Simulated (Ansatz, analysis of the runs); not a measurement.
# Transmission past a defect: Mo wire along [100], 4 atoms a period, Ti in place of one Mo, part 3 of 3

Aim: how much does this defect scatter, and at which energies?

Ansatz 0.2.0; DFT PBE, plane waves, PAW; relaxation of a wire's period (the session's first sound run).

So far. Step 2 (Relaxing the period): The cell's length comes to 3.059 Å with spin left out. Step 3 (The perfect wire): At the computed energy nearest the Fermi level there are 3 channels a spin, and the thermal average gives 3.01 G₀.

### Step 4. Relaxation of the scattering region (continued)

Level of this step: DFT PBE, plane waves, PAW; relaxation of a junction in a wire, ends held (Ansatz).

Step by step:

```csv
step,energy less that of the first step (eV),largest force component (eV/Å)
1,0.0000,0.7428
2,0.0793,0.6175
3,-0.0421,0.1704
4,-0.0457,0.1877
5,-0.0485,0.1652
6,-0.0520,0.0548
7,-0.0520,0.0549
```

Relaxation step 2 was tried and not accepted.

The atoms that moved most (Å):

```csv
atom,dx,dy,dz,length
Ti19,0.000,-0.094,-0.002,0.094
Mo24,0.000,-0.039,-0.064,0.075
Mo16,0.000,-0.036,0.055,0.066
Mo20,0.000,-0.044,0.001,0.044
Mo21,-0.011,-0.040,-0.002,0.042
Mo22,0.011,-0.040,-0.002,0.042
Mo18,0.013,-0.037,-0.004,0.040
Mo17,-0.013,-0.037,-0.004,0.040
```

Final coordinates:

```cif
data_structure
_symmetry_space_group_name_H-M 'P 1'
_symmetry_Int_Tables_number 1
_cell_length_a 9.9600
_cell_length_b 9.9600
_cell_length_c 27.5339
_cell_angle_alpha 90.000
_cell_angle_beta 90.000
_cell_angle_gamma 90.000
_cell_volume 2731.41
loop_
_atom_site_label
_atom_site_type_symbol
_atom_site_fract_x
_atom_site_fract_y
_atom_site_fract_z
_atom_site_occupancy
Mo1 Mo 0.35820 0.50000 0.00000 1
Mo2 Mo 0.64180 0.50000 0.00000 1
Mo3 Mo 0.50000 0.35820 0.05556 1
Mo4 Mo 0.50000 0.64180 0.05556 1
Mo5 Mo 0.35820 0.50000 0.11111 1
Mo6 Mo 0.64180 0.50000 0.11111 1
Mo7 Mo 0.50000 0.35820 0.16667 1
Mo8 Mo 0.50000 0.64180 0.16667 1
Mo9 Mo 0.35820 0.50000 0.22222 1
Mo10 Mo 0.64180 0.50000 0.22222 1
Mo11 Mo 0.50000 0.35820 0.27778 1
Mo12 Mo 0.50000 0.64180 0.27778 1
Mo13 Mo 0.35831 0.50089 0.33301 1
Mo14 Mo 0.64169 0.50089 0.33301 1
Mo15 Mo 0.50000 0.35608 0.38867 1
Mo16 Mo 0.50000 0.63821 0.39090 1
Mo17 Mo 0.35690 0.49626 0.44429 1
Mo18 Mo 0.64310 0.49626 0.44429 1
Ti19 Ti 0.50000 0.34877 0.49994 1
Mo20 Mo 0.50000 0.63737 0.50002 1
Mo21 Mo 0.35705 0.49597 0.55547 1
Mo22 Mo 0.64295 0.49597 0.55547 1
Mo23 Mo 0.50000 0.35549 0.61157 1
Mo24 Mo 0.50000 0.63785 0.60878 1
Mo25 Mo 0.35820 0.50000 0.66667 1
Mo26 Mo 0.64180 0.50000 0.66667 1
Mo27 Mo 0.50000 0.35820 0.72222 1
Mo28 Mo 0.50000 0.64180 0.72222 1
Mo29 Mo 0.35820 0.50000 0.77778 1
Mo30 Mo 0.64180 0.50000 0.77778 1
Mo31 Mo 0.50000 0.35820 0.83333 1
Mo32 Mo 0.50000 0.64180 0.83333 1
Mo33 Mo 0.35820 0.50000 0.88889 1
Mo34 Mo 0.64180 0.50000 0.88889 1
Mo35 Mo 0.50000 0.35820 0.94444 1
Mo36 Mo 0.50000 0.64180 0.94444 1
```

Numbers from this step:

| Quantity | Value |
| --- | --- |
| energy at zero smearing | -175883.0770 eV |
| absolute moment | 0 μB |

The largest force component on a free atom ends at 0.055 eV/Å, under the limit of 0.06. Ti ends nearest to Mo at 2.55 Å, Mo at 2.55 Å, Mo at 2.56 Å, Mo at 2.56 Å, Mo at 2.87 Å, Mo at 3.06 Å and Mo at 3.07 Å.

### Step 5. Transmission between the leads

This step: DFT PBE, plane waves, PAW; transmission of a junction in a wire (Ansatz 0.2.0).

The cell is now read as a scatterer between two semi-infinite leads, named by two sites one period apart. The scattering states in its self-consistent potential are matched to the leads' states at each energy. One point across is taken, as for a wire in vacuum.

File input.yaml:

```yaml
crystal:
  lattice:
    - [9.96, 0.0, 0.0]
    - [0.0, 9.96, 0.0]
    - [0.0, 0.0, 27.5339134027]
  atoms:
    - { symbol: Mo, position: [0.358203969, 0.5, 0.0] }
    - { symbol: Mo, position: [0.641796031, 0.5, 0.0] }
    - { symbol: Mo, position: [0.5, 0.358203969, 0.055555556] }
    - { symbol: Mo, position: [0.5, 0.641796031, 0.055555556] }
    - { symbol: Mo, position: [0.358203969, 0.5, 0.111111111] }
    - { symbol: Mo, position: [0.641796031, 0.5, 0.111111111] }
    - { symbol: Mo, position: [0.5, 0.358203969, 0.166666667] }
    - { symbol: Mo, position: [0.5, 0.641796031, 0.166666667] }
    - { symbol: Mo, position: [0.358203969, 0.5, 0.222222222] }
    - { symbol: Mo, position: [0.641796031, 0.5, 0.222222222] }
    - { symbol: Mo, position: [0.5, 0.358203969, 0.277777778] }
    - { symbol: Mo, position: [0.5, 0.641796031, 0.277777778] }
    - { symbol: Mo, position: [0.3583101068, 0.5008855534, 0.3330120208] }
    - { symbol: Mo, position: [0.6416898932, 0.5008855534, 0.3330120208] }
    - { symbol: Mo, position: [0.5, 0.3560778082, 0.3886657264] }
    - { symbol: Mo, position: [0.5, 0.6382053685, 0.3909029102] }
    - { symbol: Mo, position: [0.3569004978, 0.4962577294, 0.4442906507] }
    - { symbol: Mo, position: [0.6430995022, 0.4962577294, 0.4442906507] }
    - { symbol: Ti, position: [0.5, 0.3487732884, 0.4999397302] }
    - { symbol: Mo, position: [0.5, 0.637366522, 0.5000214786] }
    - { symbol: Mo, position: [0.357053744, 0.4959730796, 0.5554653949] }
    - { symbol: Mo, position: [0.642946256, 0.4959730796, 0.5554653949] }
    - { symbol: Mo, position: [0.5, 0.3554935153, 0.611566817] }
    - { symbol: Mo, position: [0.5, 0.6378517593, 0.6087835919] }
    - { symbol: Mo, position: [0.358203969, 0.5, 0.666666667] }
    - { symbol: Mo, position: [0.641796031, 0.5, 0.666666667] }
    - { symbol: Mo, position: [0.5, 0.358203969, 0.722222222] }
    - { symbol: Mo, position: [0.5, 0.641796031, 0.722222222] }
    - { symbol: Mo, position: [0.358203969, 0.5, 0.777777778] }
    - { symbol: Mo, position: [0.641796031, 0.5, 0.777777778] }
    - { symbol: Mo, position: [0.5, 0.358203969, 0.833333333] }
    - { symbol: Mo, position: [0.5, 0.641796031, 0.833333333] }
    - { symbol: Mo, position: [0.358203969, 0.5, 0.888888889] }
    - { symbol: Mo, position: [0.641796031, 0.5, 0.888888889] }
    - { symbol: Mo, position: [0.5, 0.358203969, 0.944444444] }
    - { symbol: Mo, position: [0.5, 0.641796031, 0.944444444] }
kpoints:
  mp_grid: { grid: [1, 1, 3] }
scf:
  occupations: { method: fermi_dirac, width: 0.05 }
hamiltonian:
  xc: pbe
output:
  transmission:
    e_range: [-1.26, 1.26]
    de: 0.035
    kmesh: [1, 1]
    reduced_basis: true
    leads: [[32, 0]]
  dos: { projected: true, e_range: [-4, 3] }
  write_potential: true
  write_density: true
  volumetric_format: npy
  elf: true
basis:
  ecutwfc: "350 eV"
```

Started as:

```console
$ ansatz run input.yaml --threads 4 --pin off --max-ram 16384MiB --backend cpu --events-out ev --progress --plain --runs-dir out
```

Numbers of over 12 decimals in the logs are rounded to 6 here.

What it wrote:

```text
[...]
Crystal: 36 atoms, lattice volume = 2731.408 Å³
Basis set: ecut = 350 eV, 40561 PW (Γ)
Bands: 302, of which v1, the nominal top of the filled ones, is band 251 counted from 1 (250 counted from 0)
Symmetry: 2 space group operations
[...]
k-points: 2 of 3 (time reversal used)
[...]
SCF iter   1: F=—  HF=-175883.620614 eV  |F-HF|=—  |Δ(HF+E_count)|=         —  Δρ=6.91e-3  dr2=4.96e0  ethr=1.77e-3  ⟨swp⟩=9.0  Hψ=2421  notcnv=0
[...]
SCF iter  12: F=-175883.539421 eV  HF=-175883.539421 eV  |F-HF|=2.10e-9  |Δ(HF+E_count)|=   5.82e-8  Δρ=5.53e-7  dr2=1.62e-8  ethr=1.99e-11  ⟨swp⟩=8.5  Hψ=1404  notcnv=0
SCF 1 converged in 12 iterations: F = -175883.539421 eV  dr2 = 1.62e-8
[...]
transmission: 32 of 192 steps passed
transmission: 64 of 192 steps passed
[...]
transmission: 192 of 192 steps passed
WARN: The output density's exchange-correlation potential varies sharply where the density is thin. Do not read a vacuum level from v_tot or v_xc, or from such a field of the output density. On a cell that repeats whose density bears no net charge and no dipole along the vacuum's axis use v_es (v_loc + v_h of the components); under efield.dipole_correction with no amplitude use v_es + v_field, which holds any externa [...]
SCF converged after 12 iterations
Free energy (F): -175883.539421 eV
[...]
Internal energy: -175883.289841 eV  (E = F + TS)
E sigma→0 (E₀):  -175883.414631 eV
Entropy (-TS):   -0.249580 eV (-6.933 meV/atom)
Fermi energy:    1.783225 eV
[...]
--- Band table (eV) ---
  k-point 0: bands = [... 247 lower, 1.6303, 1.6864, 1.7698, 1.7971, 1.8997, 1.9061, 1.9537, 1.9828, ... 47 higher]
  k-point 1: bands = [... 247 lower, 1.5935, 1.5968, 1.6786, 1.6958, 1.7360, 1.9840, 1.9911, 1.9941, ... 47 higher]
--- Transmission ---
  basis      : 725 plane waves across, 32 finite elements along
  points     : 1, standing for a mesh of 1 x 1
[...]
crystal 0  : Mo4, at the sites [32, 0], period 3.0593 Å, over 18.36 Å; its Hamiltonian steps by up to 13.3 meV
[...]
filled         : 46.1 meV under the level at which it is neutral
    channels       : 3.000000e0 a spin
[...]
junction   : crystal 0 to crystal 0, -0.07 to 24.41 Å
    transmission   : 2.787101e0 a spin
    error estimate : 3.691549e-4 a spin from the reduction of the transverse basis, at the most 7.860963e-3 at 1.085000 eV
    conductance    : 2.1261e14 S/m² at 300 K (2.1301e14 on every other energy)
    error estimate : 0.2 % from the energy spacing and 0.0 % from band edges of the leads and from resonances (wavevectors taken as independent; lower de), 0.0 % from the reduction of the transverse basis, 3.1 % from the steps of its leads' Hamiltonians or their offsets (lay more layers), 2.3 % from the distance to neutral
    resistance     : 4.3820e-4 Ω µm² beyond half of each lead's own
```

Run time: 5.2 min. Hardware: 4 threads of Arm Neoverse V1, shared host; peak memory 4.8 GiB; 17 min of CPU time.

Numbers from this step:

- energy at zero smearing: -175883.4146 eV
- transmission at the energy nearest the Fermi level, one spin: 2.787
- step of the lead's Hamiltonian: 13.3 meV
- conductance of the junction: 2.722 G₀

Transmission, one spin against energy, zero at the Fermi level:

energy (eV), transmission, one spin and a bar from the least value:
```
    -1.26       2.19 ######
    -1.19       1.83 ####
    -1.08       1.78 ####
    -1.01       1.70 ####
    -0.91       1.33 ##
    -0.84       0.99 
    -0.73       1.31 ##
    -0.67       2.79 #########
    -0.56       3.70 ##############
    -0.49       4.07 ################
    -0.39       4.67 ###################
    -0.32       5.01 ####################
    -0.21       2.88 ##########
    -0.14       2.00 #####
    -0.04       2.71 #########
     0.00       2.79 #########
     0.04       2.81 #########
     0.14       2.74 #########
     0.21       3.24 ###########
     0.32       3.20 ###########
     0.39       3.46 ############
     0.49       3.98 ###############
     0.56       5.18 #####################
     0.67       5.92 #########################
     0.73       3.75 ##############
     0.84       4.27 #################
     0.91       4.88 ####################
     0.94       4.96 ####################
     1.01       4.90 ####################
     1.08       4.41 #################
     1.19       6.22 ##########################
     1.26       6.94 ##############################
```

Table of open channels of the lead, one spin by energy, zero at the Fermi level:

```csv
energy (eV),"open channels of the lead, one spin"
-1.190,2
-1.085,2
-1.015,2
-0.910,2
-0.805,2
-0.700,6
-0.595,6
-0.490,6
-0.385,7
-0.315,7
-0.210,3
-0.105,3
0.000,3
0.105,3
0.210,5
0.315,6
0.385,6
0.490,6
0.595,8
0.700,8
0.805,6
0.910,8
1.015,6
1.085,7
1.190,9
```

Projected DOS an atom over height of the atomic layer and energy from the Fermi level.  broadened by a Gaussian of 0.15 eV, since few k-points sample the long cell.

Ten even steps from '_' (0.59 states/eV) to '@' (2.50 states/eV), each cell a mean:
```
..__::............__............::__
##**######%%%%@@%%##%%@@%%########**
@@@@@@@@@@%%%%%%##%%##%%%%%%@@@@@@@@
##############**++++++**############
########%%%%%%##++++++##%%%%%%######
++++============------============++
::..::..::::::----------::::::..::..
------------==::--..--::==----------
--==----::::::..--..--..::::::----==
____________....==--==....__________
............::..::::::..::..........
::::::::::::::..::..::..::::::::::::
..____..__..__..::..::..__..__....__
............__::::..::::__..........
::::::::::::--==++--++==--::::::::::
++++++++++++##%%@@**@@%%##++++++++++
%%%%%%%%%%%%%%%%##++##%%%%%%%%%%%%%%
########%%%%##**++--==**##%%%%######
##********++====::::::====++********
__......______....__....______......
______________..::..::..____________
....________::++++--++++::________..
```
Columns: height of the atomic layer (Å) from 0 to 26.0; rows upwards: energy from the Fermi level (eV) from -3.98 to 1.47.

Valence density in the cb plane at fractional x = 0.500, with atoms of Mo and Ti within 0.2 Å of it. It is the smooth field of the valence electrons, not physical close to the nuclei.

Ten even steps from '0' (0.00 × 1e0 e/Å³) to '9' (9.71 × 1e0 e/Å³), each cell a mean:
```
00000000000000000000000000000000000000000000
00000000000000000000000000000000000000000000
00000000000000000000000000000000000000000000
00000000000000000000000000000000000000000000
00000000000000000000000000000000000000000000
00000000000000000000000000000000000000000000
10000012100000011000000111000001110000001210
31000145520000255310001454100013552000025541
41000156620000366410002665200015663000036651
30000134410000245310001454100013542000014431
00000001100000011000000111000000110000001100
00000000000000000000000000000000000000000000
00000000000000000000000000000000000000000000
10000012200000122100000110000001221000012210
41000156520000366310001574100013653000025641
41000156520001466410002797100014663000026651
20000034310000244200000453000002442000013420
00000000000000000000000000000000000000000000
00000000000000000000000000000000000000000000
00000000000000000000000000000000000000000000
00000000000000000000000000000000000000000000
00000000000000000000000000000000000000000000
00000000000000000000000000000000000000000000
00000000000000000000000000000000000000000000
```
Columns run along c (16.0 Å, from fractional 0.18 to 0.76 of the cell), rows up along b (10.0 Å). Atoms in or near the plane, at fractional coordinates: Mo at (0.28, 0.36), Mo at (0.28, 0.64), Mo at (0.39, 0.36), Mo at (0.39, 0.64), Ti at (0.50, 0.35), Mo at (0.50, 0.64), Mo at (0.61, 0.36), Mo at (0.61, 0.64), Mo at (0.72, 0.36), Mo at (0.72, 0.64).

Electrostatic potential energy in the cb plane at fractional x = 0.500, with atoms of Mo and Ti within 0.2 Å of it. With pseudopotentials it is smooth inside the atoms' cores, unlike the true potential.

Values in eV, 13 rows by 16 columns, each cell a mean:
```
  5   5   5   5   5   5   5   5   5   5   5   5   5   5   5   5
  5   5   4   5   5   4   4   5   4   4   5   4   5   5   4   4
  3   4   1   2   4   1   2   4   1   2   4   1   2   4   1   1
-11   0 -29 -13   2 -23 -16   1 -22 -15   1 -22 -16   2 -20 -22
-32  -5 -66 -37  -2 -60 -45  -3 -59 -46  -3 -59 -46  -1 -51 -55
-12  -1 -31 -14   0 -29 -21   0 -29 -21   0 -29 -21   0 -22 -24
 -1   0  -3  -1   0  -3  -1   0  -1   0   0  -2  -2   0  -2  -2
-19  -3 -45 -23  -1 -42 -25   0 -20 -15   0 -34 -32   0 -33 -37
-30  -5 -62 -34  -3 -60 -39  -1 -31 -25  -1 -52 -49  -1 -48 -52
 -5   2 -16  -6   2 -16  -8   2 -12  -9   2 -13 -12   3 -10 -12
  3   4   2   3   4   2   3   4   2   2   4   2   3   5   3   3
  5   5   5   5   5   4   5   5   4   4   5   4   5   5   5   5
  5   5   5   5   5   5   5   5   5   5   5   5   5   5   5   5
```
Columns run along c (16.0 Å, from fractional 0.18 to 0.76 of the cell; values clipped at the 3rd and 97th percentile), rows up along b (10.0 Å). Atoms in or near the plane, at fractional coordinates: Mo at (0.28, 0.36), Mo at (0.28, 0.64), Mo at (0.39, 0.36), Mo at (0.39, 0.64), Ti at (0.50, 0.35), Mo at (0.50, 0.64), Mo at (0.61, 0.36), Mo at (0.61, 0.64), Mo at (0.72, 0.36), Mo at (0.72, 0.64).

ELF in the cb plane at fractional x = 0.500, with atoms of Mo and Ti within 0.2 Å of it. It is the smooth field of the valence electrons, not physical close to the nuclei.

Values, 13 rows by 16 columns, each cell a mean:
```
0.02 0.02 0.02 0.02 0.02 0.02 0.02 0.02 0.01 0.02 0.02 0.02 0.02 0.02 0.02 0.02
0.13 0.23 0.05 0.11 0.24 0.07 0.08 0.20 0.06 0.08 0.20 0.06 0.10 0.24 0.08 0.08
0.21 0.40 0.07 0.17 0.42 0.09 0.12 0.39 0.09 0.13 0.40 0.08 0.14 0.43 0.11 0.10
0.35 0.36 0.45 0.35 0.34 0.40 0.35 0.34 0.39 0.35 0.35 0.39 0.35 0.35 0.39 0.41
0.45 0.28 0.59 0.47 0.26 0.57 0.52 0.25 0.57 0.53 0.25 0.57 0.52 0.26 0.54 0.56
0.36 0.37 0.44 0.37 0.37 0.43 0.39 0.36 0.44 0.40 0.36 0.43 0.39 0.38 0.39 0.40
0.35 0.37 0.28 0.35 0.37 0.29 0.34 0.39 0.31 0.35 0.38 0.31 0.32 0.37 0.32 0.31
0.40 0.34 0.55 0.41 0.34 0.52 0.42 0.37 0.33 0.30 0.38 0.48 0.46 0.35 0.47 0.49
0.45 0.29 0.60 0.48 0.28 0.59 0.50 0.23 0.38 0.37 0.25 0.56 0.55 0.26 0.55 0.57
0.29 0.38 0.30 0.29 0.41 0.31 0.28 0.32 0.24 0.20 0.34 0.30 0.30 0.43 0.28 0.28
0.20 0.37 0.06 0.19 0.41 0.06 0.15 0.37 0.05 0.09 0.38 0.09 0.11 0.44 0.12 0.09
0.10 0.15 0.04 0.09 0.16 0.04 0.08 0.15 0.04 0.06 0.15 0.06 0.05 0.17 0.06 0.05
0.01 0.01 0.01 0.01 0.01 0.01 0.01 0.01 0.01 0.01 0.01 0.01 0.01 0.01 0.01 0.01
```
Columns run along c (16.0 Å, from fractional 0.18 to 0.76 of the cell), rows up along b (10.0 Å). Atoms in or near the plane, at fractional coordinates: Mo at (0.28, 0.36), Mo at (0.28, 0.64), Mo at (0.39, 0.36), Mo at (0.39, 0.64), Ti at (0.50, 0.35), Mo at (0.50, 0.64), Mo at (0.61, 0.36), Mo at (0.61, 0.64), Mo at (0.72, 0.36), Mo at (0.72, 0.64).

By hand: the program gives 2.1261 × 10^14 S/m² over the cell's cross-section of 99.20 Å² = 9.920 × 10^-19 m², so one cell conducts 2.109 × 10^-4 S. Divided by G0 = 2e²/h = 7.748 × 10^-5 S this is 2.72 G0, a resistance of 4.74 kΩ.

The conductance is 2.72 G₀, with 3 channels a spin open in the lead. The lead's Hamiltonian steps by 13.3 meV, which the program lets pass, though it counts in the error estimate.

### Step 6. Conductance and thermopower from T(E)

This step: Landauer integrals over the computed T(E), interpolated linearly between its energies (analysis of the runs above).

Conductance and thermopower are moments of T(E) over the thermal window; sliding the window along E stands for a gate that leaves T(E) rigid.

This step gave:

- conductance at 300 K, interpolated from T(E): 2.716 G₀
- thermopower at 300 K: -7.172 μV/K
- Lorenz number over L0: 0.9470

T(E) held rigid; rough near sharp steps of T(E). Table of conductance at 300 K by shift of the leads' level:

```csv
shift of the leads' level (eV),conductance at 300 K (G₀)
-0.900,1.21
-0.800,1.06
-0.750,1.44
-0.650,2.84
-0.550,3.72
-0.450,4.24
-0.400,4.53
-0.300,4.70
-0.200,3.14
-0.150,2.45
-0.050,2.50
0.050,2.79
0.150,2.80
0.200,2.91
0.300,3.17
0.400,3.55
0.450,3.83
0.550,4.92
0.650,5.61
0.750,4.53
0.800,4.39
0.900,4.62
```

T(E) held rigid; rough near sharp steps of T(E). The thermopower at 300 K by shift of the leads' level:

shift of the leads' level (eV), thermopower at 300 K (μV/K) and a bar from the least value:
```
   -0.900       28.6 ###########################
   -0.850       10.5 #####################
   -0.800      -28.7 #######
   -0.700      -49.4 
   -0.650      -31.3 ######
   -0.600      -19.0 ##########
   -0.550      -12.7 #############
   -0.450       -8.8 ##############
   -0.400       -8.7 ##############
   -0.350       -2.8 ################
   -0.300       10.4 #####################
   -0.200       37.4 ##############################
   -0.150       27.5 ###########################
   -0.100       -2.7 ################
   -0.050      -14.0 ############
    0.050       -1.8 ################
    0.100       -0.3 #################
    0.150       -3.3 ################
    0.200       -5.5 ###############
    0.300       -8.2 ##############
    0.350       -8.4 ##############
    0.400       -9.8 ##############
    0.450      -13.5 ############
    0.550      -17.7 ###########
    0.600       -9.3 ##############
    0.650        3.2 ##################
    0.700       16.9 #######################
    0.800        1.4 ##################
    0.850       -3.4 ################
    0.900       -3.9 ################
```

The two levels move by half the bias each and T(E) is held rigid. The current from the zero-bias T(E) by bias:

```csv
bias (V),current from the zero-bias T(E) (μA)
0.000,0
0.100,20.8
0.200,40.8
0.300,60.5
0.400,82.3
0.500,108
0.600,137
0.700,168
0.800,199
0.900,231
1.000,262
1.100,295
1.200,329
1.300,363
1.400,393
1.500,419
1.600,441
1.700,462
1.800,484
1.900,507
```

By hand, Mott's formula: S = −(π²k²T/3e) d ln T/dE, and π²k²T/3e = 7.33 μV/K × eV at 300 K. The computed T is 2.43 at -0.070 eV and 2.81 at +0.070 eV, so d ln T/dE ≈ 1.04 per eV and S ≈ -7.63 μV/K, against -7.17 from the integrals.

The thermopower is -7.17 μV/K. The Lorenz ratio is 0.95, where the Wiedemann-Franz law gives 1. Moving the level by up to 0.1 eV either way gives -14 to -0.27 μV/K.

### Step 7. Outcome

| Property | Result |
| --- | --- |
| conductance of the perfect wire | 3.01 G₀ |
| conductance, Ti in place of one Mo | 2.72 G₀ |
| thermopower, Ti in place of one Mo | -7.17 μV/K |

Summed over the computed window, 67 % of the lead's open channels pass the defect; the conductance at 300 K is 2.72 G₀. With Ti in place of one Mo, 91 % of the conductance of that run's own lead (3.00 G₀) is left, so it scatters little at the Fermi level. Transport is coherent and elastic here: the atoms are frozen, so scattering by vibrations plays no part. A junction with open d shells ran without spin, after the few moments seeded in its relaxation died away; moments on all d atoms were not tried. A cutoff under the files' recommended one was taken to save time; its effect on T(E) was not tested here.

[Logs are printed without paths, hosts, clocks, repeated set-up lines and the standing remarks that a program may print on its own settings, such as how far it seeks lower states.]

[Hosts, paths, dates, database ids (printed as entryN), source tags and the programs' standing remarks are cut or masked in the printed files.]
